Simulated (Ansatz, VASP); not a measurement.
# Ga31P32 (V_Ga): VASP beside Ansatz

One calculation is typed for both programs; each brings its own data sets. How far apart do they land? The cell is taken from a series of runs on this material, whose earlier steps may have relaxed, scaled, displaced or heated it; both programs get it as it stands.

Calculated with Ansatz 0.2.0; plane waves, with VASP 6.6.1 beside it; single point at PBE.

### 1. Set-up

The cell holds 63 atoms: 31 Ga and 32 P. Cell: a = 11.012 Å, b = 11.012 Å, c = 11.012 Å, α = 90.0°, β = 90.0°, γ = 90.0°. It derives from GaP (GaP (F-43m)). Nearest the centre at fractional (0.500, 0.500, 0.500): P46 at 2.32 Å, P56 at 2.33 Å, P53 at 2.34 Å, P35 at 2.35 Å, Ga29 at 3.85 Å, Ga16 at 3.85 Å, Ga31 at 3.85 Å, Ga26 at 3.85 Å.

### 2. Ansatz: single point, PBE, pair 1

Ansatz runs on its NC files.

A single point gives forces, pressure and levels at one fixed geometry, so differences don't come from the geometry; what else differs is listed under the comparison.

File input.yaml:

```yaml
crystal:
  lattice:
    - [11.01196805, 0.0, 0.0]
    - [0.0, 0.0, -11.01196805]
    - [0.0, 11.01196805, 0.0]
  atoms:
    - { symbol: Ga, position: [6.424217e-05, -0.00081986181, -0.00017614066] }
    - { symbol: Ga, position: [-0.0001020621, 0.24956883211, 0.25019294938] }
    - { symbol: Ga, position: [0.25041571794, -0.00101192738, 0.2501900117] }
    - { symbol: Ga, position: [0.25043169416, 0.2495842693, -0.00036479191] }
    - { symbol: P, position: [0.12524534008, 0.12435352874, 0.37451119414] }
    - { symbol: P, position: [0.12534036116, 0.37387315249, 0.1250964572] }
    - { symbol: P, position: [0.37471154185, 0.12435359432, 0.12500730894] }
    - { symbol: P, position: [0.37743827409, 0.37622864489, 0.37710277795] }
    - { symbol: Ga, position: [4.708912e-05, -0.00086995277, 0.49986951372] }
    - { symbol: Ga, position: [0.0002540736, 0.24956507383, 0.74949981838] }
    - { symbol: Ga, position: [0.2503262683, -0.00073430282, 0.74954701427] }
    - { symbol: Ga, position: [0.25238931262, 0.25143632599, 0.49897472518] }
    - { symbol: P, position: [0.12503978659, 0.12417436304, 0.87486865684] }
    - { symbol: P, position: [0.1254977888, 0.37432188995, 0.62481044931] }
    - { symbol: P, position: [0.37512245854, 0.1244409369, 0.62481990636] }
    - { symbol: P, position: [0.37511248143, 0.37424997748, 0.87433564052] }
    - { symbol: Ga, position: [4.118044e-05, 0.49920950705, -0.00020999668] }
    - { symbol: Ga, position: [0.00022066779, 0.74882699829, 0.2501677002] }
    - { symbol: Ga, position: [0.25250483187, 0.49840502122, 0.25225138691] }
    - { symbol: Ga, position: [0.25033014376, 0.74882792068, -4.285667e-05] }
    - { symbol: P, position: [0.12549227624, 0.62414912832, 0.37500823117] }
    - { symbol: P, position: [0.12503821413, 0.87416635101, 0.12482444556] }
    - { symbol: P, position: [0.37519944894, 0.62414056009, 0.12519842981] }
    - { symbol: P, position: [0.37512667465, 0.87368284425, 0.3748933759] }
    - { symbol: Ga, position: [2.843717e-05, 0.49912003302, 0.49980993524] }
    - { symbol: Ga, position: [-0.00014419632, 0.74879893838, 0.74946981697] }
    - { symbol: Ga, position: [0.25261603697, 0.50054844829, 0.74729601061] }
    - { symbol: Ga, position: [0.25261658336, 0.74669535608, 0.5011882304] }
    - { symbol: P, position: [0.12522854691, 0.62443227601, 0.87459408122] }
    - { symbol: P, position: [0.12523194337, 0.87391185785, 0.62516386241] }
    - { symbol: P, position: [0.37798634999, 0.62121716473, 0.62187116458] }
    - { symbol: P, position: [0.37469368303, 0.87389402148, 0.87461089598] }
    - { symbol: Ga, position: [0.50005056457, -0.00087751581, -0.00019806823] }
    - { symbol: Ga, position: [0.49920592054, 0.25137251593, 0.25209644502] }
    - { symbol: Ga, position: [0.74978867838, -0.00074293048, 0.25008876951] }
    - { symbol: Ga, position: [0.74974778559, 0.24951155213, -2.781976e-05] }
    - { symbol: P, position: [0.62506738752, 0.12443034135, 0.37488552091] }
    - { symbol: P, position: [0.62504563026, 0.37425468264, 0.12521278159] }
    - { symbol: P, position: [0.87510012375, 0.12416825468, 0.12481187109] }
    - { symbol: P, position: [0.87458910268, 0.37425457902, 0.3748689362] }
    - { symbol: Ga, position: [0.50004313173, -0.00092906481, 0.49980288356] }
    - { symbol: Ga, position: [0.50117007542, 0.25145116663, 0.74747630941] }
    - { symbol: Ga, position: [0.74972386818, -0.00103049366, 0.74949043004] }
    - { symbol: Ga, position: [0.74770557485, 0.25147015627, 0.50090468816] }
    - { symbol: P, position: [0.62539117085, 0.12430446499, 0.87465546711] }
    - { symbol: P, position: [0.62239281932, 0.37643264735, 0.62217565461] }
    - { symbol: P, position: [0.87488984659, 0.12435391064, 0.62519010355] }
    - { symbol: P, position: [0.87475884769, 0.37384856209, 0.87452008011] }
    - { symbol: Ga, position: [0.50004574498, 0.49909594371, -0.00021794904] }
    - { symbol: Ga, position: [0.5013594507, 0.74674865872, 0.25227158017] }
    - { symbol: Ga, position: [0.74755360444, 0.50045844397, 0.25230231839] }
    - { symbol: Ga, position: [0.74972907146, 0.74879922753, -0.00036169274] }
    - { symbol: P, position: [0.6221468191, 0.6213037711, 0.37755644161] }
    - { symbol: P, position: [0.62539221796, 0.87393775361, 0.12496076658] }
    - { symbol: P, position: [0.87486431304, 0.62445230483, 0.12502061423] }
    - { symbol: P, position: [0.87483089705, 0.87389464287, 0.37449803552] }
    - { symbol: Ga, position: [0.49874909393, 0.74665992196, 0.74727307008] }
    - { symbol: Ga, position: [0.74748551604, 0.49814366755, 0.74727559487] }
    - { symbol: Ga, position: [0.74746801437, 0.74665963693, 0.49853654268] }
    - { symbol: P, position: [0.62490301218, 0.62407747143, 0.87436293199] }
    - { symbol: P, position: [0.62496531766, 0.87368945548, 0.62474801951] }
    - { symbol: P, position: [0.8745515396, 0.62407219684, 0.62465757458] }
    - { symbol: P, position: [0.87506766606, 0.87413758982, 0.87483194708] }
  symmetry: { detect: false }
basis:
  xc_grid: 2
  ecutwfc: 820
hamiltonian:
  xc: pbe
  pseudopotentials: { kind: nc }
kpoints:
  mp_grid: { grid: [1, 1, 1] }
magnetization:
  spin_polarized: true
  initial_magnetization: 3
  spin_locking: { lock_magnetization: hard }
scf:
  occupations: { method: fermi_dirac, width: 0.01 }
  max_iter: 120
  lower_state_search: "off"
  n_extra_bands: 85
  convergence: { dr2_threshold: "1.0e-12 eV" }
output:
  orbitals: { bands: [v30, c30], seedname: "../cc0.nc3" }
checkpoint:
  read: "../cc0.nc0.run"
  write: "../cc0.nc3.run"
  compress: false
  write_wavefunctions: false
  write_every: 100000
```

Launch:

```sh
$ ansatz run input.yaml --threads 8 --pin off --max-ram 14131MiB --backend cpu --events-out ev --progress --plain --runs-dir out
```

Numbers of over 12 decimals in the logs are rounded to 6 here.

The program printed:

```text
Warning: basis.ecutwfc = 820 eV is below the records' recommended 1088.45545 eV, and the density's cutoff is lower with it unless basis.ecutrho_ratio is high enough to keep the records' density cutoff: compare with a run at a higher cutoff
Warning: checkpoint.read: the run can stay near the saved state's solution: 63 site(s) moved relative to the saved geometry (max |Δs| = 7.861e-4 fractional); the SCF starts from the saved state under `checkpoint.density_extrapolation: transplant`, in force with no word given; its orbitals are not used off its sites. A run without `checkpoint.read` takes nothing of the state. A lower free energy from it at the same positions (and U, V and field ramp, if any), with starting moments typed, shows a solution that this start missed, and an equal or higher one rules none out (checkpoint.read, Limitations, in the input reference)
scf.n_extra_bands = 85 over 283 filled bands (N_el = 563.0): the run solves 368 bands
Engine: ansatz 0.2.0, aarch64-unknown-linux-gnu
Pseudopotentials: kind: nc
Pseudopotential: Ga, nc, valence charge 13, recommended cutoff 1088.45545 eV (normal), Ga.nc.azcp
Pseudopotential: P, nc, valence charge 5, recommended cutoff 598.650497 eV (normal), P.nc.azcp
Functional definition: PBE
  parameter kappa = 0.804
  parameter beta = 0.066725
  exchange = pbe_x(kappa = kappa, mu = beta*pi^2/3)
  correlation = pbe_c(beta = beta)
Crystal: 63 atoms, lattice volume = 1335.349 Å³
Basis set: ecut = 820 eV, 71327 PW (Γ), exchange–correlation on 216×216×216 points (8 copies of the dense FFT grid, shifted against one another)
Bands: 368, of which v1, the nominal top of the filled ones, is band 282 counted from 1 (281 counted from 0)
Symmetry: 1 space group operations
k-points: 1
Non-local potential: Ga, projectors of the file, l = 0: 2, l = 1: 2, l = 2: 2
Non-local potential: P, projectors of the file, l = 0: 2, l = 1: 2, l = 2: 2
Initial density: read from a saved state, or passed on in memory by an earlier SCF of this step, an earlier step, the calling program or the single point that the run made first, carried with its atoms to this geometry
Starting moments: Σ|m| = 3 μB on 63 of 63 sites; this step starts from the density that it was given
Initial wavefunctions: pseudopotential atomic-orbital guess
Functional: x = pbe(κ = 0.804, μ = 0.219515), c = pbe(β = 0.066725)
iter 1 solved again at ethr=3.06e-7 eV; its pass at ethr=3.10e-3 eV (dr2=1.72e-3 eV) is discarded
SCF iter   1: F=—  HF=-70540.564205 eV  |F-HF|=—  |Δ(HF+E_count)|=         —  Δρ=1.68e-4 (↑1.55e-4 ↓1.68e-4)  dr2=4.69e-4  dr2_m=5.23e-5  M=3.000 μB ∫|m|=3.214 μB  β_m=0.30  ethr=3.06e-7  ⟨swp⟩=5.0  Hψ=5703  notcnv=0
preconditioner: auto → Resta (q_TF=auto, 2.363 Å⁻¹)  ε∞=3.8  [insulator: Δε(μ)=0.633 eV  Ē_g=14.394 eV  σ=0.010 eV  W_gap=1.00  n_scr=304 (ndim 8)  ℏωp=24.1 eV  f_vac=0.014  D(μ)=0.00/eV (n_scr^D=0)  ε∞_Penn≈3.8]
spin=Collinear: Resta preconditioning applied to the charge; magnetization (m = ρ↑ − ρ↓) channel mixes plain (no charge-response kernel on spin).
SCF iter   2: F=—  HF=-70540.564192 eV  |F-HF|=—  |Δ(HF+E_count)|=   1.36e-5  Δρ=1.18e-4 (↑1.09e-4 ↓1.18e-4)  dr2=1.84e-4  dr2_m=2.85e-5  M=3.000 μB ∫|m|=3.214 μB  β_m=0.58  ethr=8.34e-8  ⟨swp⟩=2.0  Hψ=835  notcnv=0
SCF iter   3: F=—  HF=-70540.564329 eV  |F-HF|=—  |Δ(HF+E_count)|=   1.37e-4  Δρ=2.93e-5 (↑2.10e-5 ↓2.93e-5)  dr2=2.27e-5  dr2_m=3.23e-6  M=3.000 μB ∫|m|=3.214 μB  β_m=0.62  ethr=3.28e-8  ⟨swp⟩=2.5  Hψ=1225  notcnv=0
SCF iter   4: F=—  HF=-70540.568349 eV  |F-HF|=—  |Δ(HF+E_count)|=   4.02e-3  Δρ=8.80e-6 (↑6.81e-6 ↓8.80e-6)  dr2=1.30e-6  dr2_m=4.93e-7  M=3.000 μB ∫|m|=3.214 μB  β_m=0.73  ethr=4.04e-9  ⟨swp⟩=2.5  Hψ=983  notcnv=0
SCF iter   5: F=—  HF=-70540.568350 eV  |F-HF|=—  |Δ(HF+E_count)|=   1.71e-6  Δρ=3.19e-6 (↑2.45e-6 ↓3.19e-6)  dr2=2.61e-7  dr2_m=4.59e-8  M=3.000 μB ∫|m|=3.214 μB  β_m=0.86  ethr=2.32e-10  ⟨swp⟩=3.0  Hψ=1413  notcnv=0
SCF iter   6: F=—  HF=-70540.568350 eV  |F-HF|=—  |Δ(HF+E_count)|=   1.72e-7  Δρ=1.23e-6 (↑7.49e-7 ↓1.23e-6)  dr2=9.05e-8  dr2_m=5.95e-9  M=3.000 μB ∫|m|=3.214 μB  β_m=0.84  ethr=4.64e-11  ⟨swp⟩=3.0  Hψ=1101  notcnv=0
SCF iter   7: F=—  HF=-70540.568350 eV  |F-HF|=—  |Δ(HF+E_count)|=   9.24e-9  Δρ=2.56e-7 (↑2.56e-7 ↓2.42e-7)  dr2=6.11e-9  dr2_m=1.56e-10  M=3.000 μB ∫|m|=3.214 μB  β_m=0.85  ethr=1.61e-11  ⟨swp⟩=2.5  Hψ=1125  notcnv=0
SCF iter   8: F=—  HF=-70540.568350 eV  |F-HF|=—  |Δ(HF+E_count)|=   1.18e-9  Δρ=9.65e-8 (↑9.65e-8 ↓8.98e-8)  dr2=5.96e-10  dr2_m=1.29e-11  M=3.000 μB ∫|m|=3.214 μB  β_m=0.88  ethr=1.09e-12  ⟨swp⟩=2.0  Hψ=1197  notcnv=0
SCF iter   9: F=—  HF=-70540.568350 eV  |F-HF|=—  |Δ(HF+E_count)|=  3.20e-10  Δρ=3.06e-8 (↑2.88e-8 ↓3.06e-8)  dr2=8.06e-11  dr2_m=1.32e-12  M=3.000 μB ∫|m|=3.214 μB  β_m=0.92  ethr=1.00e-12  ⟨swp⟩=1.5  Hψ=760  notcnv=0
[...]
Free energy (F): -70540.568350 eV
Harris-Foulkes:  -70540.568350 eV  (|F-HF|=5.82e-11)
Internal energy: -70540.568350 eV  (E = F + TS)
E sigma→0 (E₀):  -70540.568350 eV
Fermi energy:    7.269068 (↑ 7.852299, ↓ 7.108752) eV
--- Per-component energies (eV) ---
  E_band       = -1820.878174
  E_kinetic    = 55020.331667
  E_local      = -64734.383580  (includes V_loc(G=0)·N_el)
  E_nonlocal   = -24333.786960
  E_hartree    = 22773.006074
  E_xc         = -19443.486713
  E_vxc        = -13319.051459  (∫ρ·V_xc dr)
  E_ewald      = -39822.248839
  E_smearing   = -0.000000  (= −TS)
  E_closure    = 0.000000  (closes the sum)
  Σ components = -70540.568350   (vs F -70540.568350, Δ=0.00e0)
--- Band table (eV) ---
  k-point 0 ↑: bands = [... 278 lower, 6.5150, 6.5174, 7.1074, 7.1086, 7.1114, 8.5879, 8.6066, 8.6071, ... 82 higher]
  k-point 0 ↓: bands = [... 278 lower, 6.7882, 6.7914, 7.4242, 7.4285, 7.4385, 8.6126, 8.6352, 8.6358, ... 82 higher]
```

Reading the cycles: dr2 is the Hartree energy of the density residual (eV), the measure of convergence; HF is the Harris–Foulkes estimate of the energy, which meets the free energy F at convergence.

### 3. VASP: single point, PBE, pair 1

The same cell, functional, mesh and smearing now go to VASP, with its own data sets.

Lines of VASP's logs that name or quote its potential files are left out, and so is its time.

File INCAR:

```
SYSTEM = Ga31P32
PREC = Accurate
ENCUT = 400
EDIFF = 1E-06
NELM = 200
ISMEAR = -1
SIGMA = 0.01
LREAL = Auto
ALGO = Normal
GGA = PE
NBANDS = 328
ISPIN = 2
MAGMOM = 0 0 0 0 0.01 0 0 0 0.01 0 0 0 -0 0 0 0 0.01 0 0 0 -0 0 0 0 -0 0 0 0 0 0 0 0.04 0.04 0.04 0.24 0.02 0.01 0.01 0.01 0.01 0.02 0.01 0.01 0.04 0.04 0.23 0.04 0.01 0.01 0.02 0.01 0.04 0.23 0.04 0.04 0.23 0.04 0.04 0.04 0.01 0.01 0.01 0.02
LORBIT = 11
LWAVE = .FALSE.
LCHARG = .FALSE.
ISIF = 2
NUPDOWN = 3
LASPH = .TRUE.
GGA_COMPAT = .FALSE.
NCORE = 2
```

File POSCAR:

```
Ga31P32
1.0
   11.0119680541      0.0000000000      0.0000000000
    0.0000000000      0.0000000000    -11.0119680541
    0.0000000000     11.0119680541      0.0000000000
Ga P
31 32
Direct
    0.0000642422      0.9991801382      0.9998238593
    0.9998979379      0.2495688321      0.2501929494
    0.2504157179      0.9989880726      0.2501900117
    0.2504316942      0.2495842693      0.9996352081
    0.0000470891      0.9991300472      0.4998695137
    0.0002540736      0.2495650738      0.7494998184
    0.2503262683      0.9992656972      0.7495470143
    0.2523893126      0.2514363260      0.4989747252
    0.0000411804      0.4992095071      0.9997900033
    0.0002206678      0.7488269983      0.2501677002
    0.2525048319      0.4984050212      0.2522513869
    0.2503301438      0.7488279207      0.9999571433
    0.0000284372      0.4991200330      0.4998099352
    0.9998558037      0.7487989384      0.7494698170
    0.2526160370      0.5005484483      0.7472960106
    0.2526165834      0.7466953561      0.5011882304
    0.5000505646      0.9991224842      0.9998019318
    0.4992059205      0.2513725159      0.2520964450
    0.7497886784      0.9992570695      0.2500887695
    0.7497477856      0.2495115521      0.9999721802
    0.5000431317      0.9990709352      0.4998028836
    0.5011700754      0.2514511666      0.7474763094
    0.7497238682      0.9989695063      0.7494904300
    0.7477055749      0.2514701563      0.5009046882
    0.5000457450      0.4990959437      0.9997820510
    0.5013594507      0.7467486587      0.2522715802
    0.7475536044      0.5004584440      0.2523023184
    0.7497290715      0.7487992275      0.9996383073
    0.4987490939      0.7466599220      0.7472730701
    0.7474855160      0.4981436676      0.7472755949
    0.7474680144      0.7466596369      0.4985365427
    0.1252453401      0.1243535287      0.3745111941
    0.1253403612      0.3738731525      0.1250964572
    0.3747115418      0.1243535943      0.1250073089
    0.3774382741      0.3762286449      0.3771027779
    0.1250397866      0.1241743630      0.8748686568
    0.1254977888      0.3743218900      0.6248104493
    0.3751224585      0.1244409369      0.6248199064
    0.3751124814      0.3742499775      0.8743356405
    0.1254922762      0.6241491283      0.3750082312
    0.1250382141      0.8741663510      0.1248244456
    0.3751994489      0.6241405601      0.1251984298
    0.3751266746      0.8736828442      0.3748933759
    0.1252285469      0.6244322760      0.8745940812
    0.1252319434      0.8739118578      0.6251638624
    0.3779863500      0.6212171647      0.6218711646
    0.3746936830      0.8738940215      0.8746108960
    0.6250673875      0.1244303414      0.3748855209
    0.6250456303      0.3742546826      0.1252127816
    0.8751001237      0.1241682547      0.1248118711
    0.8745891027      0.3742545790      0.3748689362
    0.6253911709      0.1243044650      0.8746554671
    0.6223928193      0.3764326473      0.6221756546
    0.8748898466      0.1243539106      0.6251901035
    0.8747588477      0.3738485621      0.8745200801
    0.6221468191      0.6213037711      0.3775564416
    0.6253922180      0.8739377536      0.1249607666
    0.8748643130      0.6244523048      0.1250206142
    0.8748308971      0.8738946429      0.3744980355
    0.6249030122      0.6240774714      0.8743629320
    0.6249653177      0.8736894555      0.6247480195
    0.8745515396      0.6240721968      0.6246575746
    0.8750676661      0.8741375898      0.8748319471
```

File KPOINTS:

```
Automatic mesh
0
Gamma
1 1 1
0 0 0
```

PAW data sets: Ga_d and P (PBE family, release 64).

Launch:

```sh
$ mpirun -np 8 vasp_gam
```

The program printed:

```text
[banner, memory and clock lines left out]
running    8 mpi-ranks, on    1 nodes
[...]
LDA part: xc-table for (Slater+PW92), standard interpolation
 POSCAR, INCAR and KPOINTS ok, starting setup
[...]
entering main loop
       N       E                     dE             d eps       ncg     rms          rms(c)
DAV:   1     0.905987523924E+04    0.90599E+04   -0.19749E+05  1424   0.251E+03
DAV:   2     0.213340588356E+04   -0.69265E+04   -0.67096E+04  1312   0.707E+02
DAV:   3     0.838133623144E+01   -0.21250E+04   -0.20049E+04  1672   0.246E+02
DAV:   4    -0.271692530546E+03   -0.28007E+03   -0.27073E+03  1624   0.870E+01
[...]
DAV:  17    -0.280693326409E+03   -0.64371E-05   -0.69475E-05  1408   0.552E-02    0.573E-03
DAV:  18    -0.280693330426E+03   -0.40172E-05   -0.46080E-05  1864   0.166E-02    0.265E-03
DAV:  19    -0.280693330581E+03   -0.15479E-06   -0.14649E-06   768   0.854E-03
   1 F= -.28069333E+03 E0= -.28069333E+03  d E =-.492715E-12  mag=     3.0000
```

OUTCAR, selected parts (step 3):

```text
  FREE ENERGIE OF THE ION-ELECTRON SYSTEM (eV)
  ---------------------------------------------------
  free  energy   TOTEN  =      -280.6933305812 eV

  energy  without entropy=     -280.6933305812  energy(sigma->0) =     -280.69333058

 magnetization (x)
# of ion       s       p       d       tot
------------------------------------------
    1       -0.001   0.001   0.002   0.002
    2       -0.001  -0.000   0.002   0.001
    3       -0.001  -0.000   0.002   0.001
    4       -0.001  -0.000   0.002   0.001
    5       -0.003   0.009   0.006   0.011
    6       -0.001  -0.000   0.002   0.001
    7       -0.001  -0.000   0.002   0.001
    8       -0.002   0.004   0.006   0.008
    9       -0.003   0.009   0.006   0.011
   10       -0.001  -0.000   0.002   0.001
   11       -0.002   0.004   0.006   0.008
   12       -0.001  -0.000   0.002   0.001
   13       -0.000  -0.001   0.001   0.000
[...]
--------------------------------------------------
tot          0.036   1.475   0.127   1.637

[... 1 further part left out ...]
```

The run ends at a pressure of -0.26 GPa, with forces up to 0.048 eV/Å.

### 4. Differences

Known differences besides the potentials themselves: VASP starts from the moments at which Ansatz ended; the cutoff is 820 eV in Ansatz and 400 eV in VASP (PREC = Accurate, projectors in real space); site moments are counted in spheres of each program's own size; Ansatz's log warns that its cutoff lies below the recommended one. Total energies have different zeros and are not compared.

Both answers:

```csv
quantity,Ansatz,VASP,difference
"total moment, fixed by the input (μB)",3.00,3.00,0.00
moment on P35 (μB),0.23,0.21,+0.02
moment on P53 (μB),0.23,0.21,+0.02
moment on P56 (μB),0.23,0.21,+0.02
moment on P46 (μB),0.23,0.21,+0.02
```

(Part 1 of 2 ends here.)

[Lines on the potential files, build, host, timing and source positions are cut from VASP's logs without a mark.]

[Logs are printed without paths, hosts, clocks, repeated set-up lines and the standing remarks that a program may print on its own settings, such as how far it seeks lower states.]

[Hosts, paths, dates, database ids (printed as entryN), source tags and the programs' standing remarks are cut or masked in the printed files.]
